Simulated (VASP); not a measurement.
Set up this calculation in VASP 6.6.1, as the native input.

```
Task                   : single point
Functional             : PBE
Dispersion             : D3(BJ)
Potentials or basis    : VASP PAW PBE potentials, release 64 (O, H, C, N)
Cutoff                 : 520 eV
k mesh                 : 1 × 1 × 1
Occupations            : fermi-dirac, width 0.05 eV
Spin                   : no spin polarisation
Dipole correction      : no
Further INCAR settings : LREAL = Auto; ALGO = Fast; EDIFF = 1e-06; NBANDS = 39
```

The structure of H11C2NO4 lies in POSCAR:

```
H11C2NO4
1.0
    5.4914470000      0.0000000000      0.0000000000
    0.0000000000      5.4914470000      0.0000000000
    0.0000000000      0.0000000000      5.4914470000
O H C N
4 11 2 1
Direct
    0.5393842461      0.3377251934      0.9132201403
    0.2289742576      0.6897635541      0.0300831457
    0.8506136907      0.9303922992      0.8623592288
    0.5886972960      0.9905221702      0.3752380748
    0.6782911681      0.4365516047      0.8801141120
    0.4126052751      0.4525036844      0.9027857321
    0.1174735912      0.8172527205     -0.0088865467
    0.3591949444      0.7642794331      0.1255771020
    0.8521797625      0.8736495135      0.6985408400
    0.7084471543      1.0334616723      0.8969402782
    0.6403230333      1.1082871236      0.2450720184
    0.6603723937      0.8346434009      0.3473583556
    1.0608861380      0.0036056070      0.4138071441
    1.1383156388      0.2106002298      0.1478845193
    1.2878390705      0.2463649381      0.4508465619
    1.1088516378      0.2037350083      0.3495799923
    0.9233267662      0.3926287552      0.4100740661
    0.7744953197      0.5402765428      0.4135704123
```

The cell was built by a generator and needn't be a form met in nature.

These files were run (other wordings do the same):

INCAR

```
SYSTEM = H11C2NO4
  PREC = Accurate
  ENCUT = 520
  EDIFF = 1E-6
  ISMEAR = -1
  SIGMA = 0.05
  LREAL = Auto
  LASPH = .TRUE.
  NELM = 100
  ALGO = Fast
  ISIF = 2
  LWAVE = .FALSE.
  LCHARG = .FALSE.
  GGA = PE
  IVDW = 12
  NBANDS = 39
```

KPOINTS

```
Automatic mesh
0
G
  1 1 1
  0 0 0
```

Potentials or basis: VASP PAW PBE potentials, release 64 (O, H, C, N).

The run is started by

```console
$ cat potpaw_PBE.64/O/POTCAR potpaw_PBE.64/H/POTCAR potpaw_PBE.64/C/POTCAR potpaw_PBE.64/N/POTCAR > POTCAR
$ mpirun -np 1 vasp_gam > vasp.out
```

Results of the run:

```
Pressure                   : 0.6 GPa
Largest force              : 3.595 eV/Å
Band gap on the k mesh     : 5.26 eV, direct
Dispersion energy per atom : -0.048 eV
```

Caveat: the standard files for N, O and F lose accuracy on very short bonds.

Run time: 14 s on 1 thread of Intel(R) Xeon(R) 6975P-C (Granite Rapids) (shared host), peak memory 0.26 GiB.
